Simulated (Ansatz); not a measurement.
BeS built on the zincblende prototype: a single-point calculation in Ansatz (HSE06). The cell was relaxed with r2SCAN and then strained (isotropic +2.0 % on every length), with the atoms relaxed again with r2SCAN; k points keep the names of the unstrained zone.

```yaml
crystal:
  lattice:
    - [0.0, 2.482992355, 2.482992355]
    - [2.482992355, 0.0, 2.482992355]
    - [2.482992355, 2.482992355, 0.0]
  atoms:
    - { symbol: Be, position: [0.0, 0.0, 0.0] }
    - { symbol: S, position: [0.25, 0.25, 0.25] }
kpoints:
  mp_grid: { grid: [6, 6, 6] }
  band_path:
    path:
      - [0.0, 0.0, 0.0]
      - [-0.5, -0.5, 0.0]
      - [-0.375, -0.375, 0.25]
      - [-0.375, 0.0, 0.375]
      - [0.0, 0.0, 0.5]
      - [-0.5, -0.25, 0.25]
      - [-0.0375, 0.0, 0.0375]
      - [0.0, 0.5, 0.5]
    npoints: 1
hamiltonian:
  xc: hse06
scf:
  occupations: { method: fixed }
  n_extra_bands: 4
output:
  forces: true
  stress: true
  eigenvalues: true
```

Some lines of the output have been replaced by numbered gaps.
```
Functional definition: HSE06
Crystal: 2 atoms, lattice volume = 30.617 Å³
[1]
Bands: 8, of which v1, the nominal top of the filled ones, is band 4 counted from 1 (3 counted from 0)
Symmetry: 24 space group operations
Space group: F-43m (ITA 216)
k-points: 16 of 216 (time reversal used)
[warm-up without exact exchange]
SCF 1 stopped early in 2 iterations: F = -996.935882 eV  dr2 = 1.38e-5
[exact exchange on]
Exchange kernel: α = 0.2500, screened, ω = 0.2079 Å⁻¹, Wigner–Seitz truncation, v(0) = 1045.3036 eV·Å³, q-mesh 6×6×6
SCF 2 stopped early in 5 iterations: F = -997.731168 eV  dr2 = 8.76e-7
hybrid outer 1: dexx = +1.671e-3 eV, tail = 2.94e-6 eV
SCF 3 converged in 2 iterations: F = -997.731166 eV  dr2 = 5.22e-9
hybrid outer 2: dexx = +1.557e-8 eV, tail = 1.08e-8 eV, Δε = 1.07e-3 eV
Free energy (F): -997.731166 eV
[2]
--- Per-component energies (eV) ---
  E_band       = -11.907634
  E_kinetic    = 125.932853
  E_local      = -123.091658
  E_nonlocal   = 32.230358
  E_hartree    = 38.088866
  E_xc         = -94.051022
  E_vxc        = -87.057974
  E_exx        = -14.094336
  E_paw        = -668.849833
  E_vpaw       = -7.910241
  E_ewald      = -293.794479
  E_core_change = -0.101916
--- Forces (eV/Å), atoms counted from 1 ---
  atom   1  Be      0.00000      0.00000      0.00000
  atom   2  S       0.00000      0.00000      0.00000
--- Stress (GPa, compression-positive) ---
       -5.988738       0.000000       0.000000
        0.000000      -5.988738       0.000000
        0.000000       0.000000      -5.988738
  P = ⅓ Tr σ = -5.9887 GPa (-59.887 kbar)
--- Band table (eV; the first three rows and the last of 16) ---
[3]
```

The rows of the band table are 0: (0, 0, 0) = Γ, 1: (0, 0, 1/6), 2: (0, 0, 1/3), 15: (1/6, -1/2, -1/3).

Problem. What stood in the gaps? They hold the Fermi energy and the band table, cutoff and plane waves at Γ.

Solution.
```
[1]
Basis set: ecut = 420 eV, 609 PW (Γ)
[2]
Fermi energy:    3.904381 eV
[3]
  k-point 0: bands = [-10.6849, 3.9044, 3.9044, 3.9044, 10.3575, 10.7900, 10.7900, 10.7900]
  k-point 1: bands = [-10.3745, 2.0085, 3.5933, 3.5933, 10.4354, 11.3412, 11.3412, 12.5666]
  k-point 2: bands = [-9.6115, -0.7274, 3.0922, 3.0922, 10.3082, 11.7694, 11.7694, 15.2122]
  k-point 15: bands = [-8.5428, -0.8202, 0.5018, 0.7926, 10.0998, 11.6799, 14.9970, 15.4777]
```
The trailing digits, and the zero of the energies, depend on the potentials and thresholds.

HSE06 gives an indirect gap of 4.21 eV, from Γ to X; the least direct gap is 6.45 eV at Γ. At this geometry HSE06 finds -6.0 GPa, compression counted positive: its own equilibrium volume is smaller. The stress of a hybrid is loosely converged here.

It took 18 s on 1 × NVIDIA H100 80GB HBM3 with 2 threads of AMD EPYC 7R13 Processor (Zen 3), on a shared host; peak host memory 1.7 GiB.

Calculated for a static, non-magnetic cell.

The meshes of the hybrids are coarse, so their gaps aren't converged to the digits shown.
